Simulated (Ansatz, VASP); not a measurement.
Given: the input of a run of Ansatz 0.2.0 on CdTe.

The input input.yaml:

```yaml
crystal:
  lattice:
    - [0.0, 3.1395734784, 3.1395734784]
    - [3.1395734784, 0.0, 3.1395734784]
    - [3.1395734784, 3.1395734784, 0.0]
  atoms:
    - { symbol: Te, position: [0.75, 0.75, 0.75] }
    - { symbol: Cd, position: [0.0, 0.0, 0.0] }
kpoints:
  mp_grid: { grid: [7, 7, 7] }
scf:
  occupations: { method: fermi_dirac, width: 0.05 }
hamiltonian:
  xc: pbesol
  pseudopotentials: { kind: all_electron, lapw: { basis_error: 0.0005 } }
output:
  forces: true
  stress: true
  eigenvalues: true
```

Potentials or basis: all-electron LAPW, scalar-relativistic.

Command:

```bash
$ ansatz run input.yaml --threads 1 --pin off --max-ram 3072MiB --backend cpu --events-out ev --progress --plain --runs-dir out
```

Question: Translate it to VASP 6.6.1. Potentials there: VASP PAW PBE potentials, release 64 (Te, Cd).

Answer: As run (the cutoff follows the program's own potentials):

INCAR

```
PREC = Accurate ; ENCUT = 520
EDIFF = 1E-6 ; ISMEAR = -1
SIGMA = 0.05 ; LREAL = F
LASPH = T ; NELM = 60
ALGO = Normal ; ISIF = 2
LWAVE = F ; LCHARG = F
GGA = PS ; NBANDS = 16
```

The input KPOINTS:

```
regular mesh
0
Gamma
  7 7 7
```

File POSCAR:

```
CdTe
1.0
    0.0000000000      3.1395734784      3.1395734784
    3.1395734784      0.0000000000      3.1395734784
    3.1395734784      3.1395734784      0.0000000000
Te Cd
1 1
Direct
    0.7500000000      0.7500000000      0.7500000000
    0.0000000000      0.0000000000      0.0000000000
```

Potentials or basis: VASP PAW PBE potentials, release 64 (Te, Cd).

The run is started by

```bash
$ cat potpaw_PBE.64/Te/POTCAR potpaw_PBE.64/Cd/POTCAR > POTCAR
$ mpirun -np 1 vasp_std > vasp.out
```

Both were run:

|  | VASP | Ansatz | Ansatz less VASP |
| --- | --- | --- | --- |
| gap on the k mesh at the Fermi level (eV) | 0.95 | 0.94 | -0.007 |
| least direct gap on the mesh (eV) | 0.95 | 0.94 | -0.007 |
| pressure (GPa) | 5.4 | 5.2 | -0.22 |

Ansatz ran all-electron here, so the differences hold the error of VASP's frozen core and of both bases.

Caveats: spin-orbit coupling is left out, which moves the levels of the heavy elements; the PAW data sets were made with another functional, which shifts forces and pressure a little (VASP).
